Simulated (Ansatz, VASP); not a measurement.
# SiC in two plane-wave programs

Wanted: the spread between two codes on one cell, functional and k mesh. Of the first pair: The cell is taken from a series of runs on this material, whose earlier steps may have relaxed, scaled, displaced or heated it; both programs get it as it stands.

Calculated with Ansatz 0.2.0; plane waves, with VASP 6.6.1 beside it; relaxation of cell and atoms at PBEsol and single point at PBEsol.

## Step 1: The starting structure

It takes space group F-43m (No. 216, cubic). The conventional cell has a = 4.357 Å, b = 4.357 Å, c = 4.357 Å, α = 90.00°, β = 90.00°, γ = 90.00°. Nearest to Si lie 4 C at 1.89 Å. Nearest to C lie 4 Si at 1.89 Å. Farther neighbours are not listed.

## Step 2: Ansatz: relaxation of cell and atoms, PBEsol

Ansatz runs on its PAW soft_1 files.

The relaxed volume is the usual yardstick between codes: in a stiff, nearly cubic crystal its relative difference is about their pressure difference at one cell divided by the bulk modulus.

Input file input.yaml:

```yaml
crystal:
  lattice:
    - [0.0, 2.1783826887, 2.1783826887]
    - [2.1783826887, 0.0, 2.1783826887]
    - [2.1783826887, 2.1783826887, 0.0]
  atoms:
    - { symbol: Si, position: [0.0, 0.0, 0.0] }
    - { symbol: C, position: [0.75, 0.75, 0.75] }
kpoints:
  mp_grid: { grid: [11, 11, 11] }
scf:
  occupations: { method: fermi_dirac, width: 0.02 }
hamiltonian:
  xc: pbesol
  pseudopotentials: { kind: paw, azcp: { folder: soft_1 }, xc_functional: pbe }
basis:
  ecutwfc: 600
output:
  forces: true
  stress: true
relax:
  f_tol: 0.005
  max_steps: 70
  cell: { stress_tol: 0.02, p_target: 0 }
```

On the command line:

```
$ ansatz run input.yaml --threads 4 --pin off --max-ram 10240MiB --backend cpu --events-out ev --progress --plain --runs-dir out
```

Numbers of over 12 decimals in the logs are rounded to 6 here.

The log of the run:

```text
Engine: ansatz 0.2.0, aarch64-unknown-linux-gnu
Pseudopotentials: kind: paw
Pseudopotential: Si, paw, valence charge 4, recommended cutoff 420 eV (normal), soft_1/Si.paw.azcp
Pseudopotential: C, paw, valence charge 4, recommended cutoff 420 eV (normal), soft_1/C.paw.azcp
Functional definition: PBEsol
  exchange = pbesol_x
  correlation = pbesol_c
Crystal: 2 atoms, lattice volume = 20.674 Å³
Basis set: ecut = 600 eV, 701 PW (Γ), exchange–correlation on 50×50×50 points (8 copies of the dense FFT grid, shifted against one another)
Bands: 8, of which v1, the nominal top of the filled ones, is band 4 counted from 1 (3 counted from 0)
Symmetry: 24 space group operations
Space group: F-43m (ITA 216), of the structure as read, at distance tolerance 2.7e-5 Å
k-points: 56 of 1331 (time reversal used)
Non-local potential: Si, projectors of the file, l = 0: 2, l = 1: 2, l = 2: 1
Non-local potential: C, projectors of the file, l = 0: 2, l = 1: 2, l = 2: 1
PAW form: soft (Blöchl's): semilocal exchange-correlation on the pseudo side does not see the compensation charge
PAW frozen core: Si, regenerated for the run's functional, and the local potential with it (the file was generated under x = pbe(κ = 0.804, μ = 0.219515), c = pbe(β = 0.066725))
PAW frozen core: C, regenerated for the run's functional, and the local potential with it (the file was generated under x = pbe(κ = 0.804, μ = 0.219515), c = pbe(β = 0.066725))
PAW one-centre angular grid: Si, 110 points (default); XC on 64 Gauss nodes
PAW one-centre angular grid: C, 110 points (default); XC on 64 Gauss nodes
Initial density: superposition of atomic densities (chi_scale 0.1, normalization cell, long waves kept (reshape's long-wave potential 0.00 eV rms))
Initial wavefunctions: pseudopotential atomic-orbital guess
Functional: x = pbesol(κ = 0.804, μ = 0.123457), c = pbesol(β = 0.046)
SCF iter   1: F=—  HF=-870.143113 eV  |F-HF|=—  |Δ(HF+E_count)|=         —  Δρ=1.33e-1  dr2=4.49e0  ethr=3.10e-3  ⟨swp⟩=6.0  Hψ=3848  notcnv=0
preconditioner: auto → none  [insulator: Δε(μ)=3.251 eV  Ē_g=14.696 eV  σ=0.020 eV  W_gap=1.00  n_scr=0 (ndim 8)  ℏωp=23.1 eV  f_vac=0.000  D(μ)=0.00/eV (n_scr^D=0)  ε∞_Penn≈3.5]
SCF iter   2: F=—  HF=-868.796034 eV  |F-HF|=—  |Δ(HF+E_count)|=    1.35e0  Δρ=4.80e-2  dr2=2.95e-1  ethr=3.10e-3  ⟨swp⟩=3.1  Hψ=1556  notcnv=0
SCF iter   3: F=—  HF=-868.717527 eV  |F-HF|=—  |Δ(HF+E_count)|=   7.85e-2  Δρ=1.88e-2  dr2=3.74e-2  ethr=3.10e-3  ⟨swp⟩=2.4  Hψ=919  notcnv=0
SCF iter   4: F=—  HF=-868.711626 eV  |F-HF|=—  |Δ(HF+E_count)|=   5.90e-3  Δρ=1.42e-3  dr2=2.42e-4  ethr=4.68e-4  ⟨swp⟩=2.0  Hψ=668  notcnv=0
SCF iter   5: F=—  HF=-868.711707 eV  |F-HF|=—  |Δ(HF+E_count)|=   8.08e-5  Δρ=1.78e-4  dr2=2.15e-6  ethr=3.02e-6  ⟨swp⟩=2.4  Hψ=675  notcnv=0
SCF iter   6: F=—  HF=-868.711713 eV  |F-HF|=—  |Δ(HF+E_count)|=   6.01e-6  Δρ=4.88e-5  dr2=2.27e-7  ethr=1.25e-9  ⟨swp⟩=5.0  Hψ=1515  notcnv=0
SCF iter   7: F=-868.711713 eV  HF=-868.711713 eV  |F-HF|=1.34e-9  |Δ(HF+E_count)|=   6.58e-8  Δρ=7.13e-6  dr2=4.44e-9  ethr=1.25e-9  ⟨swp⟩=4.0  Hψ=1344  notcnv=0
SCF 1 converged in 7 iterations: F = -868.711713 eV  dr2 = 4.44e-9
  greatest PAW one-centre occupation: 0.645 electrons in one spin orbital (limit 2), on the C atom at site 1 (counted from 0), in its partial waves of l = 0
relax step   1: F+E_penalty+E_count = -868.71171254 eV  Δ(F+E_penalty+E_count) = +0.000e0 eV  max|allowed force component| = 2.961e-16 eV/Å  Δτ_max = 0.0000 Å  P = +0.003 GPa  Ω = 20.674 Å³  (7 SCF iters, dr2 threshold 1.00e-7 eV, accepted)
Initial density: handed on by an earlier stage of this run
Initial wavefunctions: pseudopotential atomic-orbital guess (no wavefunctions were taken with the density)
iter 1 solved again at ethr=6.82e-8 eV; its pass at ethr=3.10e-3 eV (dr2=5.46e-6 eV) is discarded
SCF iter   1: F=—  HF=-868.711711 eV  |F-HF|=—  |Δ(HF+E_count)|=         —  Δρ=6.95e-6  dr2=4.23e-9  ethr=6.82e-8  ⟨swp⟩=3.0  Hψ=5329  notcnv=0
preconditioner: auto → none  [insulator: Δε(μ)=1.341 eV  Ē_g=13.988 eV  σ=0.020 eV  W_gap=1.00  n_scr=0 (ndim 8)  ℏωp=23.1 eV  f_vac=0.000  D(μ)=0.00/eV (n_scr^D=0)  ε∞_Penn≈3.7]
SCF iter   2: F=—  HF=-868.711713 eV  |F-HF|=—  |Δ(HF+E_count)|=   1.72e-6  Δρ=3.25e-6  dr2=8.61e-10  ethr=5.28e-11  ⟨swp⟩=2.4  Hψ=681  notcnv=0
SCF iter   3: F=—  HF=-868.711713 eV  |F-HF|=—  |Δ(HF+E_count)|=  6.96e-11  Δρ=8.01e-7  dr2=1.24e-10  ethr=1.08e-11  ⟨swp⟩=2.0  Hψ=647  notcnv=0
SCF iter   4: F=-868.711713 eV  HF=-868.711713 eV  |F-HF|=3.41e-13  |Δ(HF+E_count)|=  3.71e-11  Δρ=9.11e-8  dr2=1.28e-12  ethr=1.00e-12  ⟨swp⟩=4.0  Hψ=1944  notcnv=0
SCF 2 converged in 4 iterations: F = -868.711713 eV  dr2 = 1.28e-12
relax step   2: F+E_penalty+E_count = -868.71171254 eV  Δ(F+E_penalty+E_count) = -4.111e-10 eV  max|allowed force component| = 3.146e-16 eV/Å  Δτ_max = 0.0000 Å  P = +0.003 GPa  Ω = 20.674 Å³  stress off target by 2.88e-3 GPa  SCF on the basis re-selected at this cell (its energy is not comparable with the rows above)  (4 SCF iters)
basis re-selected at this cell: Δ(F+E_penalty+E_count) = -4.111e-10 eV, ΔP = -0.000 GPa vs the last step (what re-selecting the basis moved, of the pressure what is left beyond the Pulay correction that the steps carried, after the strain that the cell walked since its last selection, with what the two solves' SCF thresholds leave and, on support functions, any second-order correction that the steps lacked; it is no  [...]
SCF converged after 4 iterations
Free energy (F): -868.711713 eV
Harris-Foulkes:  -868.711713 eV  (|F-HF|=3.41e-13)
Internal energy: -868.711713 eV  (E = F + TS)
E sigma→0 (E₀):  -868.711713 eV
Fermi energy:    10.096177 eV
--- Per-component energies (eV) ---
  E_band       = 28.125190
  E_kinetic    = 132.912173
  E_local      = -94.813885  (includes V_loc(G=0)·N_el)
  E_nonlocal   = 45.396424
  E_hartree    = 31.298115
  E_xc         = -104.788977
  E_vxc        = -108.487936  (∫ρ·V_xc dr)
  E_paw        = -593.903752  (= ΣΔE_a)
  E_vpaw       = -9.477829  (= ΣTr[D̂ρ^β])
  E_aug_tail   = 0.000011  (compensation charges beyond the density's cutoff)
  E_ewald      = -284.864482
  E_core_change = 0.052661  (= ΣΔE_core)
  E_smearing   = -0.000000  (= −TS)
  E_closure    = -0.000000  (closes the sum)
  Σ components = -868.711713   (vs F -868.711713, Δ=0.00e0)
--- Forces (eV/Å), atoms counted from 1 ---
  atom   1  Si    -0.00000000     0.00000000    -0.00000000
  atom   2  C      0.00000000    -0.00000000     0.00000000
  max |Σ_I F_I| component: 3.70e-17 eV/Å
--- Stress (GPa, compression-positive) ---
        0.002882      -0.000000      -0.000000
       -0.000000       0.002882       0.000000
       -0.000000       0.000000       0.002882
  P = ⅓ Tr σ = 0.0029 GPa (0.029 kbar)
--- Relaxed structure (1 steps of the walk, 1 accepted, 1 SCFs on fresh bases) ---
  F+E_penalty+E_count = -868.71171254 eV   max|allowed force component| = 3.146e-16 eV/Å   (the final SCF, on the basis selected at the relaxed cell)
  cell:  # Å, volume = 20.6744 Å³
    - [0.0, 2.1783826887, 2.1783826887]
    - [2.1783826887, 0.0, 2.1783826887]
    - [2.1783826887, 2.1783826887, 0.0]
  atoms:
    - { symbol: Si, position: [0.0, 0.0, 0.0] }
    - { symbol: C, position: [0.75, 0.75, 0.75] }
```

The column dr2 measures how far the density is from self-consistency, as an energy; F and HF (Harris–Foulkes) agree once it is small.

## Step 3: VASP: relaxation of cell and atoms, PBEsol

The same cell, functional, mesh and smearing now go to VASP, with its own data sets.

Lines of VASP's logs that name or quote its potential files are left out, and so is its time.

Input file INCAR:

```
SYSTEM = SiC
PREC = Accurate
ENCUT = 600
EDIFF = 1E-07
NELM = 120
ISMEAR = -1
SIGMA = 0.02
LREAL = .FALSE.
ALGO = Normal
GGA = PS
NBANDS = 10
LORBIT = 11
LWAVE = .FALSE.
LCHARG = .FALSE.
ISIF = 3
IBRION = 2
NSW = 80
EDIFFG = -0.005
LASPH = .TRUE.
GGA_COMPAT = .FALSE.
NELMIN = 4
EFERMI = MIDGAP
```

Input file POSCAR:

```
SiC
1.0
    0.0000000000      2.1783826887      2.1783826887
    2.1783826887      0.0000000000      2.1783826887
    2.1783826887      2.1783826887      0.0000000000
Si C
1 1
Direct
    0.0000000000      0.0000000000      0.0000000000
    0.7500000000      0.7500000000      0.7500000000
```

Input file KPOINTS:

```
Automatic mesh
0
Gamma
11 11 11
0 0 0
```

The projector-augmented-wave data sets are Si and C (PBE family, release 64).

On the command line:

```
$ mpirun -np 1 vasp_std
```

The log of the run:

```text
[banner, memory and clock lines left out]
running    1 mpi-ranks, on    1 nodes
 distrk:  each k-point on    1 cores,    1 groups
 distr:  one band on    1 cores,    1 groups

 POSCAR found type information on POSCAR SiC
 POSCAR found :  2 types and       2 ions
|                                                                             |
|               ----> ADVICE to this user running VASP <----                  |
|                                                                             |
|     You enforced a specific xc type in the INCAR file but a different       |
|     [... a line on the potential file left out ...]
|     I HOPE YOU KNOW WHAT YOU ARE DOING!                                     |
|                                                                             |

 LDA part: xc-table for (Slater+PW92), standard interpolation
 POSCAR, INCAR and KPOINTS ok, starting setup
 FFT: planning ... GRIDC
 FFT: planning ... GRID_SOFT
 FFT: planning ... GRID
 WAVECAR not read
 entering main loop
       N       E                     dE             d eps       ncg     rms          rms(c)
DAV:   1     0.317845152356E+01    0.31785E+01   -0.45174E+03  1200   0.772E+02
DAV:   2    -0.170705526106E+02   -0.20249E+02   -0.19270E+02  1450   0.113E+02
DAV:   3    -0.177127139604E+02   -0.64216E+00   -0.64107E+00  1342   0.177E+01
DAV:   4    -0.177152365823E+02   -0.25226E-02   -0.25223E-02  1310   0.138E+00
DAV:   5    -0.177152473169E+02   -0.10735E-04   -0.10735E-04  1312   0.826E-02    0.874E+00
DAV:   6    -0.159968658879E+02    0.17184E+01   -0.62740E+00  1170   0.120E+01    0.391E+00
DAV:   7    -0.159307126198E+02    0.66153E-01   -0.36322E-01  1332   0.368E+00    0.176E+00
DAV:   8    -0.159163030954E+02    0.14410E-01   -0.21310E-02  1170   0.100E+00    0.159E-01
DAV:   9    -0.159161305157E+02    0.17258E-03   -0.15457E-03  1404   0.222E-01    0.110E-01
DAV:  10    -0.159161740539E+02   -0.43538E-04   -0.10800E-04  1222   0.717E-02    0.234E-02
DAV:  11    -0.159161742986E+02   -0.24464E-06   -0.10989E-05  1282   0.198E-02    0.491E-03
DAV:  12    -0.159161745431E+02   -0.24450E-06   -0.50864E-07  1192   0.488E-03    0.523E-04
DAV:  13    -0.159161745752E+02   -0.32145E-07   -0.14443E-08   598   0.915E-04
   1 F= -.15916175E+02 E0= -.15916175E+02  d E =-.159162E+02
 curvature:   0.00 expect dE= 0.000E+00 dE for cont linesearch  0.000E+00
 trial: gam= 0.00000 g(F)=  0.279E-48 g(S)=  0.632E-04 ort = 0.000E+00 (trialstep = 0.100E+01)
 search vector abs. value=  0.632E-04
 bond charge predicted
       N       E                     dE             d eps       ncg     rms          rms(c)
DAV:   1    -0.159162003701E+02   -0.25827E-04   -0.12029E-03  1126   0.248E-01    0.392E-02
DAV:   2    -0.159161773644E+02    0.23006E-04   -0.54478E-05  1150   0.417E-02    0.194E-02
DAV:   3    -0.159161721889E+02    0.51756E-05   -0.77175E-06  1220   0.170E-02    0.514E-03
DAV:   4    -0.159161711078E+02    0.10811E-05   -0.11836E-06  1162   0.540E-03    0.219E-03
DAV:   5    -0.159161709882E+02    0.11960E-06   -0.36731E-08   570   0.127E-03    0.130E-03
DAV:   6    -0.159161709140E+02    0.74229E-07   -0.41599E-09   566   0.545E-04
   2 F= -.15916171E+02 E0= -.15916171E+02  d E =0.366120E-05
 trial-energy change:    0.000004  1 .order    0.000002   -0.000063    0.000067
 step:   0.4662(harm=  0.4836)  dis= 0.00000  next Energy=   -15.916189 (dE=-0.146E-04)
 bond charge predicted
       N       E                     dE             d eps       ncg     rms          rms(c)
DAV:   1    -0.159161962768E+02   -0.25289E-04   -0.34327E-04  1124   0.133E-01    0.209E-02
DAV:   2    -0.159161901742E+02    0.61026E-05   -0.15475E-05  1144   0.223E-02    0.104E-02
DAV:   3    -0.159161890691E+02    0.11051E-05   -0.22025E-06  1216   0.905E-03    0.274E-03
DAV:   4    -0.159161890073E+02    0.61849E-07   -0.33600E-07  1152   0.288E-03
   3 F= -.15916189E+02 E0= -.15916189E+02  d E =-.144321E-04
 curvature:  -0.24 expect dE=-0.981E-08 dE for cont linesearch -0.981E-08
 trial: gam=-0.02471 g(F)=  0.928E-49 g(S)=  0.406E-07 ort = 0.160E-05 (trialstep = 0.893E+00)
 search vector abs. value=  0.126E-09
 reached required accuracy - stopping structural energy minimisation
```

From OUTCAR (step 3):

```text
ion  position               nearest neighbor table
   1  0.000  0.000  0.000-   2 1.89   2 1.89   2 1.89   2 1.89
   2  0.750  0.750  0.750-   1 1.89   1 1.89   1 1.89   1 1.89

  LATTYP: Found a face centered cubic cell.
 ALAT       =     4.3567653774

 Subroutine GETGRP returns: Found 24 space group operations
 (whereof 24 operations were pure point group operations)

The static configuration has the point symmetry T_d .

 Found     56 irreducible k-points:

   k-points           NKPTS =     56   k-points in BZ     NKDIM =     56   number of bands    NBANDS=     10

   dimension x,y,z NGX =    28 NGY =   28 NGZ =   28
   dimension x,y,z NGXF=    56 NGYF=   56 NGZF=   56

   ENCUT  =  600.0 eV  44.10 Ry    6.64 a.u.   6.15  6.15  6.15*2*pi/ulx,y,z

   NELECT =       8.0000    total number of electrons

 k-points in reciprocal lattice and weights: Automatic mesh
   0.00000000  0.00000000  0.00000000       0.001
   0.09090909  0.00000000  0.00000000       0.006
   0.18181818  0.00000000  0.00000000       0.006
   0.27272727  0.00000000  0.00000000       0.006
   0.36363636  0.00000000  0.00000000       0.006
   0.45454545  0.00000000  0.00000000       0.006
   0.09090909  0.09090909  0.00000000       0.005
   0.18181818  0.09090909  0.00000000       0.018
   0.27272727  0.09090909  0.00000000       0.018
[...]
-0.36363636  0.45454545  0.18181818       0.018
  -0.27272727  0.45454545  0.18181818       0.018

 average (electrostatic) potential at core
       1 -80.1180       2 -44.9603

 E-fermi :   8.7203

 k-point     1 :       0.0000    0.0000    0.0000
  band No.  band energies     occupation
      1      -7.3686      2.00000
      2       8.0542      2.00000
      3       8.0542      2.00000
      4       8.0542      2.00000
      5      14.2394      0.00000
      6      15.2964      0.00000
      7      15.2964      0.00000
      8      15.2964      0.00000
      9      22.5105      0.00000
    ...

 k-point     2 :       0.0909    0.0000    0.0000
  band No.  band energies     occupation
      1      -7.2064      2.00000
      2       7.1978      2.00000
      3       7.9414      2.00000
      4       7.9414      2.00000
      5      14.4851      0.00000
      6      15.5030      0.00000
      7      15.5030      0.00000
      8      15.5042      0.00000
      9      21.6458      0.00000
    ...

 k-point     3 :       0.1818    0.0000    0.0000
  band No.  band energies     occupation
      1      -6.7254      2.00000
      2       5.3277      2.00000
      3       7.6719      2.00000
      4       7.6719      2.00000
      5      14.2713      0.00000
      6      15.8602      0.00000
      7      15.8602      0.00000
      8      16.5416      0.00000
      9      20.8817      0.00000
    ...

  Total        0.0007490      0.0007490      0.0007490      0.0000000      0.0000000      0.0000000
  in kB        0.0579865      0.0579865      0.0579865      0.0000000      0.0000000      0.0000000
  external PRESSURE =       0.0579865 kB  Pullay stress =       0.0000000 kB

  energy-cutoff  :      600.00
  volume of cell :       20.69
      direct lattice vectors                 reciprocal lattice vectors
     0.000000000  2.179106398  2.179106398    -0.229451853  0.229451853  0.229451853
     2.179106398  0.000000000  2.179106398     0.229451853 -0.229451853  0.229451853
     2.179106398  2.179106398 -0.000000000     0.229451853  0.229451853 -0.229451853

 POSITION                                       TOTAL-FORCE (eV/Angst)
 -----------------------------------------------------------------------------------
      0.00000      0.00000      0.00000        -0.000000      0.000000     -0.000000
      3.26866      3.26866      3.26866         0.000000     -0.000000      0.000000
 -----------------------------------------------------------------------------------
    total drift:                                0.000000      0.000000      0.000000

  FREE ENERGIE OF THE ION-ELECTRON SYSTEM (eV)
  ---------------------------------------------------
  free  energy   TOTEN  =       -15.9161890073 eV

  energy  without entropy=      -15.9161890073  energy(sigma->0) =      -15.91618901

 reached required accuracy - stopping structural energy minimisation

 total charge
# of ion       s       p       d       tot
------------------------------------------
    1        0.708   0.973   0.000   1.681
    2        0.831   1.700   0.000   2.531
--------------------------------------------------
tot          1.540   2.673   0.000   4.212

[... 3 further parts left out ...]
```

The run keeps the 24 symmetry operations of its start, so it cannot find a distortion of lower symmetry.

## Step 4: Side by side

Known differences besides the potentials themselves: Ansatz makes its cores anew for this functional, VASP keeps those of its PBE data sets; Ansatz adds a Pulay correction to the stress that steers its cell, VASP none. Total energies have different zeros and are not compared.

The two programs side by side:

| quantity | Ansatz | VASP | difference |
| --- | --- | --- | --- |
| volume (Å³) | 20.67 | 20.69 | -0.10 % |
| edge a after relaxation, in the typed setting (Å) | 3.081 | 3.082 | -0.03 % |

## Step 5: Ansatz: relaxation, PBEsol

This run makes the geometry at which the two programs are then compared.

The structure compared here is the end of the Ansatz relaxation.

input.yaml, as its differences from that of step 2:

```diff
@@ -23,2 +23,2 @@
   max_steps: 70
-  cell: { stress_tol: 0.02, p_target: 0 }
+  cell: { stress_tol: 0.02, p_target: 5 }
```

On the command line:

```
$ ansatz run input.yaml --threads 4 --pin off --max-ram 10240MiB --backend cpu --events-out ev --progress --plain --runs-dir out
```

The log of the run:

```text
[...]
Crystal: 2 atoms, lattice volume = 20.674 Å³
Basis set: ecut = 600 eV, 701 PW (Γ), exchange–correlation on 50×50×50 points (8 copies of the dense FFT grid, shifted against one another)
Bands: 8, of which v1, the nominal top of the filled ones, is band 4 counted from 1 (3 counted from 0)
Symmetry: 24 space group operations
[...]
k-points: 56 of 1331 (time reversal used)
[...]
4.998839       0.000000       0.000000
        0.000000       4.998839       0.000000
        0.000000       0.000000       4.998839
  P = ⅓ Tr σ = 4.9988 GPa (49.988 kbar)
--- Relaxed structure (4 steps of the walk, 4 accepted, 1 SCFs on fresh bases) ---
[...]
cell:  # Å, volume = 20.2330 Å³
    - [0, 2.162769, 2.162769]
    - [2.162769, 0, 2.162769]
    - [2.162769, 2.162769, 0]
  atoms:
    - { symbol: Si, position: [0, 0, 0] }
    - { symbol: C, position: [0.75, 0.75, 0.75] }
[key lines of the parts left out:]
SCF converged after 4 iterations
Free energy (F): -868.704943 eV
Fermi energy:    10.362118 eV
```

(Continued in part 2 of 2.)

[Lines on the potential files, build, host, timing and source positions are cut from VASP's logs without a mark.]

[Logs are printed without paths, hosts, clocks, repeated set-up lines and the standing remarks that a program may print on its own settings, such as how far it seeks lower states.]

[Hosts, paths, dates, database ids (printed as entryN), source tags and the programs' standing remarks are cut or masked in the printed files.]
